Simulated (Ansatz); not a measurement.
Crystal: Cs2AgBiBr6.

```
CELL_PARAMETERS angstrom
0.00000 5.61610 5.61610
5.61610 0.00000 5.61610
5.61610 5.61610 0.00000
ATOMIC_POSITIONS crystal
Bi 0.00000 0.00000 0.00000
Cs 0.75000 0.75000 0.75000
Cs 0.25000 0.25000 0.25000
Ag 0.50000 0.50000 0.50000
Br 0.74945 0.74945 0.25055
Br 0.25055 0.25055 0.74945
Br 0.74945 0.25055 0.25055
Br 0.74945 0.25055 0.74945
Br 0.25055 0.74945 0.74945
Br 0.25055 0.74945 0.25055
```

```yaml
Program: Ansatz 0.2.0
Task: relaxation of cell and atoms
Functional: PBEsol
Potentials_or_basis: Ansatz PAW
Cutoff: "420 eV (not typed: the program's choice for these potentials)"
k_mesh: 4 × 4 × 4
Occupations: fermi-dirac, width 0.05 eV
Spin: no spin polarisation
```

At the start: volume 35.43 Å³/atom.

Q: How do energy, volume and symmetry change on relaxing?

A: It ends after 5 steps and the volume is 35.00 Å³/atom (-1.2 %); space group Fm-3m (No. 225, to 0.05 Å).

Step by step:
```csv
step,energy change (eV),largest force (eV/Å),volume (Å³)
1,0.0000,0.3019,354.27
2,-0.0302,0.0515,354.15
3,-0.0347,0.0046,351.53
4,-0.0353,0.0003,350.05
5,-0.0349,0.0003,350.05
```

Final structure:
```
Bi Cs Ag Br
1.0
     0.00000    5.59369    5.59369
     5.59369    0.00000    5.59369
     5.59369    5.59369    0.00000
Bi Cs Ag Br
1 2 1 6
Direct
  0.00000 0.00000 0.00000
  0.75000 0.75000 0.75000
  0.25000 0.25000 0.25000
  0.50000 0.50000 0.50000
  0.74609 0.74609 0.25391
  0.25391 0.25391 0.74609
  0.74609 0.25391 0.25391
  0.74609 0.25391 0.74609
  0.25391 0.74609 0.74609
  0.25391 0.74609 0.25391
```

Caveat: the plane-wave basis is chosen anew once the cell has moved, so the energies of steps on either side of that aren't comparable; the PAW data sets come from PBE, with cores solved anew for the run's functional, which leaves a small shift of forces and pressure.
